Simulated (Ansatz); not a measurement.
# Al: relaxing cell and atoms and elastic constants, part 2 of 2

Aim: for Al, 2 runs in a chain (relaxing cell and atoms and elastic constants).

Ansatz 0.2.0; DFT LDA, scalar-relativistic, plane waves, PAW. Earlier steps stand in the parts before.

## (3) Elastic constants: mesh 46×46×46

It takes the final geometry of step 2.

input.yaml

```yaml
crystal:
  lattice:
    - [0.0, 1.9913752905, 1.9913752905]
    - [1.9913752905, 0.0, 1.9913752905]
    - [1.9913752905, 1.9913752905, 0.0]
  atoms:
    - { symbol: Al, position: [0.0, 0.0, 0.0] }
scf:
  occupations: { method: gaussian, width: 0.1 }
output:
  eigenvalues: true
kpoints:
  mp_grid: { grid: [46, 46, 46] }
hamiltonian:
  xc: lda
elastic:
  mode: relaxed_ion
  amplitude: 0.005
  stencil: two_point
```

Launch:

```console
> ansatz run input.yaml --threads 4 --pin off --max-ram 8192MiB --backend cpu --events-out ev --progress --plain --runs-dir out
```

Standard output:

```text
Warning: RAYON_NUM_THREADS=4 ignored (pool sized by the plan → 4); use --threads N
Engine: ansatz 0.2.0, x86_64-unknown-linux-gnu
Pseudopotentials: kind: paw
Pseudopotential: Al, paw, valence charge 3, recommended cutoff 420 eV (normal), Al.paw.azcp
Functional definition: SPW92
  exchange = slater_x
  correlation = pw_c
Crystal: 1 atoms, lattice volume = 15.794 Å³
Basis set: ecut = 420 eV, 331 PW (Γ)
Bands: 6, of which v1, the nominal top of the filled ones, is band 2 counted from 1 (1 counted from 0)
Symmetry: 48 space group operations
Space group: Fm-3m (ITA 225), of the structure as read, at distance tolerance 2.5e-5 Å
k-points: 2456 of 97336
Non-local potential: Al, projectors of the file, l = 0: 2, l = 1: 2, l = 2: 1
PAW form: soft (Blöchl's): semilocal exchange-correlation on the pseudo side does not see the compensation charge
PAW frozen core: Al, regenerated for the run's functional, and the local potential with it (the file was generated under x = pbe(κ = 0.804, μ = 0.2195149727645171), c = pbe(β = 0.06672455060314922))
PAW one-centre angular grid: Al, 110 points (default); XC on 64 Gauss nodes
Initial density: superposition of atomic densities (neutral atoms: chi_scale 0, normalization atom), corrected by the library's trained network
Initial wavefunctions: pseudopotential atomic-orbital guess
Functional: x = slater, c = lda
SCF iter   1: F=—  HF=-512.879802 eV  |F-HF|=—  |Δ(HF+E_count)|=         —  Δρ=3.45e-3  dr2=1.76e-3  ethr=1.77e-3  ⟨swp⟩=4.8  Hψ=129331  notcnv=0
preconditioner: auto → none  [metal: Δε(μ)=0.005 eV  Ē_g=13.486 eV  σ=0.100 eV  W_gap=0.03  n_scr=0 (ndim 8)  ℏωp=16.2 eV  f_vac=0.000  D(μ)=0.39/eV (n_scr^D=0)]
SCF iter   2: F=—  HF=-512.879165 eV  |F-HF|=—  |Δ(HF+E_count)|=   6.37e-4  Δρ=1.56e-3  dr2=3.51e-4  ethr=5.88e-5  ⟨swp⟩=1.0  Hψ=34385  notcnv=0  defer=5
SCF iter   3: F=—  HF=-512.879018 eV  |F-HF|=—  |Δ(HF+E_count)|=   1.47e-4  Δρ=4.17e-5  dr2=1.25e-7  ethr=1.17e-5  ⟨swp⟩=2.0  Hψ=17195  notcnv=0  defer=5
SCF iter   4: F=—  HF=-512.879018 eV  |F-HF|=—  |Δ(HF+E_count)|=   1.55e-7  Δρ=5.09e-6  dr2=2.10e-9  ethr=4.16e-9  ⟨swp⟩=1.0  Hψ=13743  notcnv=0  defer=5
SCF iter   5: F=—  HF=-512.879018 eV  |F-HF|=—  |Δ(HF+E_count)|=  8.42e-10  Δρ=1.01e-7  dr2=1.06e-12  ethr=6.99e-11  ⟨swp⟩=1.8  Hψ=16014  notcnv=0  defer=5
SCF iter   6: F=-512.879018 eV  HF=-512.879018 eV  |F-HF|=2.27e-13  |Δ(HF+E_count)|=    0.00e0  Δρ=5.27e-9  dr2=3.92e-15  ethr=1.00e-12  ⟨swp⟩=5.5  Hψ=49264  notcnv=0
SCF 1 converged in 6 iterations: F = -512.879018 eV  dr2 = 3.92e-15
Crystal: 1 atoms, lattice volume = 15.715 Å³
Basis set: ecut = 420 eV, 323 PW (Γ)
Symmetry: 16 space group operations
k-points: 6780 of 97336
Initial density: handed on by an earlier stage of this run
Initial wavefunctions: those handed on with the density
iter 1 solved again at ethr=1.30e-7 eV; its pass at ethr=3.10e-3 eV (dr2=3.89e-6 eV) is discarded
SCF iter   1: F=—  HF=-512.878848 eV  |F-HF|=—  |Δ(HF+E_count)|=         —  Δρ=1.71e-4  dr2=4.07e-6  ethr=1.30e-7  ⟨swp⟩=2.1  Hψ=389369  notcnv=0  defer=47
preconditioner: auto → none  [metal: Δε(μ)=0.001 eV  Ē_g=13.535 eV  σ=0.100 eV  W_gap=0.01  n_scr=0 (ndim 8)  ℏωp=16.2 eV  f_vac=0.000  D(μ)=0.38/eV (n_scr^D=0)]
SCF iter   2: F=—  HF=-512.878845 eV  |F-HF|=—  |Δ(HF+E_count)|=   3.23e-6  Δρ=8.25e-5  dr2=9.38e-7  ethr=1.30e-7  ⟨swp⟩=1.0  Hψ=37611  notcnv=0  defer=47
SCF iter   3: F=—  HF=-512.878844 eV  |F-HF|=—  |Δ(HF+E_count)|=   1.06e-6  Δρ=1.37e-6  dr2=1.80e-10  ethr=3.13e-8  ⟨swp⟩=1.0  Hψ=37611  notcnv=0  defer=47
SCF iter   4: F=—  HF=-512.878844 eV  |F-HF|=—  |Δ(HF+E_count)|=  7.31e-10  Δρ=1.36e-7  dr2=1.46e-12  ethr=6.02e-12  ⟨swp⟩=2.0  Hψ=47960  notcnv=0  defer=47
SCF iter   5: F=-512.878844 eV  HF=-512.878844 eV  |F-HF|=0.00e0  |Δ(HF+E_count)|=  2.27e-13  Δρ=6.38e-9  dr2=4.28e-15  ethr=1.00e-12  ⟨swp⟩=4.0  Hψ=88743  notcnv=0
SCF 2 converged in 5 iterations: F = -512.878844 eV  dr2 = 4.28e-15
Crystal: 1 atoms, lattice volume = 15.873 Å³
iter 1 solved again at ethr=8.13e-11 eV; its pass at ethr=3.10e-3 eV (dr2=2.44e-9 eV) is discarded
SCF iter   1: F=—  HF=-512.878886 eV  |F-HF|=—  |Δ(HF+E_count)|=         —  Δρ=4.74e-6  dr2=2.31e-9  ethr=8.13e-11  ⟨swp⟩=2.0  Hψ=391314  notcnv=0  defer=45
preconditioner: auto → none  [metal: Δε(μ)=0.001 eV  Ē_g=13.446 eV  σ=0.100 eV  W_gap=0.00  n_scr=0 (ndim 8)  ℏωp=16.1 eV  f_vac=0.000  D(μ)=0.39/eV (n_scr^D=0)]
SCF iter   2: F=—  HF=-512.878886 eV  |F-HF|=—  |Δ(HF+E_count)|=  4.56e-10  Δρ=2.25e-6  dr2=4.92e-10  ethr=7.69e-11  ⟨swp⟩=1.0  Hψ=37606  notcnv=0  defer=45
SCF iter   3: F=—  HF=-512.878886 eV  |F-HF|=—  |Δ(HF+E_count)|=  1.00e-10  Δρ=5.95e-8  dr2=2.06e-13  ethr=1.64e-11  ⟨swp⟩=1.0  Hψ=37635  notcnv=0  defer=45
SCF iter   4: F=-512.878886 eV  HF=-512.878886 eV  |F-HF|=0.00e0  |Δ(HF+E_count)|=  3.41e-13  Δρ=4.17e-9  dr2=1.22e-15  ethr=1.00e-12  ⟨swp⟩=4.0  Hψ=88602  notcnv=0
SCF 3 converged in 4 iterations: F = -512.878886 eV  dr2 = 1.22e-15
Symmetry: 8 space group operations
k-points: 12996 of 97336
iter 1 solved again at ethr=4.83e-7 eV; its pass at ethr=3.10e-3 eV (dr2=1.45e-5 eV) is discarded
SCF iter   1: F=—  HF=-512.878972 eV  |F-HF|=—  |Δ(HF+E_count)|=         —  Δρ=2.73e-4  dr2=1.41e-5  ethr=4.83e-7  ⟨swp⟩=1.1  Hψ=729336  notcnv=0  defer=113
preconditioner: auto → none  [metal: Δε(μ)=0.000 eV  Ē_g=13.490 eV  σ=0.100 eV  W_gap=0.00  n_scr=0 (ndim 8)  ℏωp=16.2 eV  f_vac=0.000  D(μ)=0.39/eV (n_scr^D=0)]
SCF iter   2: F=—  HF=-512.878968 eV  |F-HF|=—  |Δ(HF+E_count)|=   4.05e-6  Δρ=1.06e-4  dr2=2.12e-6  ethr=4.70e-7  ⟨swp⟩=1.0  Hψ=72170  notcnv=0  defer=113
SCF iter   3: F=—  HF=-512.878968 eV  |F-HF|=—  |Δ(HF+E_count)|=   6.43e-7  Δρ=2.55e-6  dr2=3.87e-10  ethr=7.08e-8  ⟨swp⟩=1.0  Hψ=72449  notcnv=0  defer=113
SCF iter   4: F=—  HF=-512.878967 eV  |F-HF|=—  |Δ(HF+E_count)|=   4.89e-8  Δρ=6.89e-7  dr2=4.02e-11  ethr=1.29e-11  ⟨swp⟩=2.0  Hψ=91919  notcnv=0  defer=113
SCF iter   5: F=—  HF=-512.878967 eV  |F-HF|=—  |Δ(HF+E_count)|=  6.48e-12  Δρ=1.02e-7  dr2=1.59e-12  ethr=1.34e-12  ⟨swp⟩=1.7  Hψ=83458  notcnv=0  defer=113
SCF iter   6: F=-512.878967 eV  HF=-512.878967 eV  |F-HF|=1.14e-13  |Δ(HF+E_count)|=  2.27e-13  Δρ=1.12e-8  dr2=1.79e-14  ethr=1.00e-12  ⟨swp⟩=3.9  Hψ=166565  notcnv=0
SCF 4 converged in 6 iterations: F = -512.878967 eV  dr2 = 1.79e-14
iter 1 solved again at ethr=1.36e-11 eV; its pass at ethr=3.10e-3 eV (dr2=4.07e-10 eV) is discarded
SCF iter   1: F=—  HF=-512.878967 eV  |F-HF|=—  |Δ(HF+E_count)|=         —  Δρ=1.74e-6  dr2=4.13e-10  ethr=1.36e-11  ⟨swp⟩=2.1  Hψ=747490  notcnv=0  defer=85
SCF iter   2: F=—  HF=-512.878967 eV  |F-HF|=—  |Δ(HF+E_count)|=  3.35e-10  Δρ=8.52e-7  dr2=9.52e-11  ethr=1.36e-11  ⟨swp⟩=1.0  Hψ=72171  notcnv=0  defer=85
SCF iter   3: F=-512.878967 eV  HF=-512.878967 eV  |F-HF|=1.14e-13  |Δ(HF+E_count)|=  1.03e-10  Δρ=1.84e-8  dr2=2.63e-14  ethr=1.00e-12  ⟨swp⟩=3.3  Hψ=227169  notcnv=0
SCF 5 converged in 3 iterations: F = -512.878967 eV  dr2 = 2.63e-14
SCF converged after 6 iterations
Free energy (F): -512.879018 eV
Harris-Foulkes:  -512.879018 eV  (|F-HF|=2.27e-13)
Internal energy: -512.877087 eV  (E = F + TS)
E sigma→0 (E₀):  -512.878052 eV
Entropy (-TS):   -0.001931 eV (-1.931 meV/atom)
Fermi energy:    8.201220 eV
--- Per-component energies (eV) ---
  E_band       = 11.009251
  E_kinetic    = 23.509584
  E_local      = 9.953825  (includes V_loc(G=0)·N_el)
  E_nonlocal   = 11.032903
  E_hartree    = 0.107669
  E_xc         = -39.624023
  E_vxc        = -29.661010  (∫ρ·V_xc dr)
  E_paw        = -443.318142  (= ΣΔE_a)
  E_vpaw       = -4.041385  (= ΣTr[D̂ρ^β])
  E_aug_tail   = -0.000004  (compensation charges beyond the density's cutoff)
  E_ewald      = -74.594615
  E_core_change = 0.055717  (= ΣΔE_core)
  E_smearing   = -0.001931  (= −TS)
  E_closure    = -0.000000  (closes the sum)
  Σ components = -512.879018   (vs F -512.879018, Δ=0.00e0)
--- Forces (eV/Å), atoms counted from 1 ---
  atom   1  Al    -0.00000000     0.00000000     0.00000000
  max |Σ_I F_I| component: 7.40e-32 eV/Å
--- Stress (GPa, compression-positive) ---
        0.040337       0.000000      -0.000000
        0.000000       0.040337      -0.000000
        0.000000       0.000000       0.040337
  P = ⅓ Tr σ = 0.0403 GPa (0.403 kbar)
--- Band table (eV; the first three rows and the last of 2456) ---
  k-point 0: bands = ["-3.2035", "20.8889", "20.8889", "20.8889", "22.6716", "22.6716"]
  k-point 1: bands = ["-3.1903", "20.5742", "20.8399", "20.8399", "22.7408", "22.7408"]
  k-point 2: bands = ["-3.1507", "19.8869", "20.7121", "20.7121", "22.9291", "22.9291"]
  k-point 2455: bands = ["7.1359", "7.5044", "8.2982", "9.4711", "23.7149", "24.7878"]
--- Elastic constants: 2 strain directions × 2 members + reference (group order 48) ---
  dense FFT box of the reference and of every strained cell: 20×20×20
  strains applied: 11, 23; error gains: componentwise 1.00 (the most a stress slope's error grows in a printed constant), spectral 1.73 (1 for all six strains in a standard setting)
  C = ∂σ_k/∂η_j (tension-positive GPa; Voigt order 11 22 33 23 13 12):
       124.288     64.139     64.139     -0.000      0.000      0.000
        64.139    124.288     64.139      0.000      0.000     -0.000
        64.139     64.139    124.288      0.000     -0.000     -0.000
         0.000     -0.000     -0.000     40.327      0.000     -0.000
         0.000      0.000     -0.000     -0.000     40.327      0.000
         0.000     -0.000      0.000     -0.000     -0.000     40.327
  reference stress σ⁰ (GPa):     -0.040     -0.040     -0.040     -0.000      0.000     -0.000
  C* (energy form; C + prestress term) asymmetry max|C*_kj − C*_jk| = 2.842e-14 GPa — a small one proves nothing (zero by symmetry where the batch's group is 432, −43m or m−3m); a large one is finite-difference/SCF noise where every solve meets its electron count
  moduli (Voigt/Reuss/Hill, GPa): K = 84.19/84.19/84.19   G = 36.23/35.49/35.86   E = 94.20   ν = 0.314
  mechanically stable: yes (min eigenvalue of sym C = 40.33 GPa)
  strain η (Voigt 11):  stress-route row diagonal C_11 = 124.29 GPa, energy-path curvature d²(F+E_count+ΔE)/dδ²/Ω₀ = 123.98 GPa
         δ    σ_11 (GPa)             F (eV)   n_scf  n_hpsi   n_pw
    -5.000e-3      -0.6652        -512.8788435       5  682636    327   relax 0 steps, max|allowed force component| 0.00e0 eV/Å
     5.000e-3       0.5777        -512.8788857       4  636483    331   relax 0 steps, max|allowed force component| 0.00e0 eV/Å
  strain η (Voigt 23):  stress-route row diagonal C_44 = 40.33 GPa, energy-path curvature d²(F+E_count+ΔE)/dδ²/Ω₀ = 40.48 GPa
         δ    σ_23 (GPa)             F (eV)   n_scf  n_hpsi   n_pw
    -5.000e-3      -0.2016        -512.8789675       6  1371801    331   relax 0 steps, max|allowed force component| 0.00e0 eV/Å
     5.000e-3       0.2016        -512.8789675       3  1202718    331   relax 0 steps, max|allowed force component| 0.00e0 eV/Å
```

Wall time 99 s (4 threads of Intel Xeon Platinum 8488C (Sapphire Rapids), shared host); peak memory 2.1 GiB.

What follows for a polycrystal (Hill averages; density 2.837 g/cm³):

| quantity | value |
| --- | --- |
| bulk modulus B | 84.2 GPa |
| shear modulus G | 35.9 GPa |
| B/G | 2.35 |
| universal anisotropy index | 0.10 |
| sound speeds v_l, v_t | 6821, 3555 m/s |
| Debye temperature Θ | 472 K |

Young's modulus by Cartesian direction:

| direction | E (GPa) |
| --- | --- |
| (1, 0, 0) | 81 |
| (0, 1, 0) | 81 |
| (0, 0, 1) | 81 |
| (1, 1, 0) | 97 |
| (1, 0, 1) | 97 |
| (0, 1, 1) | 97 |
| (1, 1, 1) | 104 |

## (4) Summary of results

What follows sums up all 2 parts.

```
step  volume (Å³/atom)  pressure (GPa)  energy (eV)  gap on the mesh (eV)  time
   2             15.79             0.0     -512.877                  0.00  10 s
```

| quantity | value |
| --- | --- |
| relaxed cell, step 2 (conventional) | a = 3.983 Å, b = 3.983 Å, c = 3.983 Å, α = 90.00°, β = 90.00°, γ = 90.00° |
| C11, C12, C44 (relaxed-ion) | 124, 64, 40 GPa |
| B, G, E (Hill) (relaxed-ion) | 84, 36, 94 GPa |
| Poisson ratio (relaxed-ion) | 0.31 |
| Debye temperature | 472 K |

In words: The tensor is positive definite (least eigenvalue 40 GPa), so the crystal resists every homogeneous strain. By Pugh's rule of thumb B/G = 2.35 (over 1.75) points to a ductile solid; Young's modulus ranges from about 81 to 104 GPa with direction. Against the measured bulk modulus of Al, 76.9 GPa (quoted in “The interpretation of polycrystalline coherent inelastic neutron scattering from aluminium”, 2013, pmc:3831299), the calculated 84 GPa is off by +9.5 %. The run is for a static lattice at zero temperature. Against the measured lattice constant a of Al, 4.0495 Å (quoted in “The interpretation of polycrystalline coherent inelastic neutron scattering from aluminium”, 2013, pmc:3831299), the calculated 3.983 Å is off by -1.6 %. That is the cell relaxed with LDA, without thermal expansion or zero-point motion.
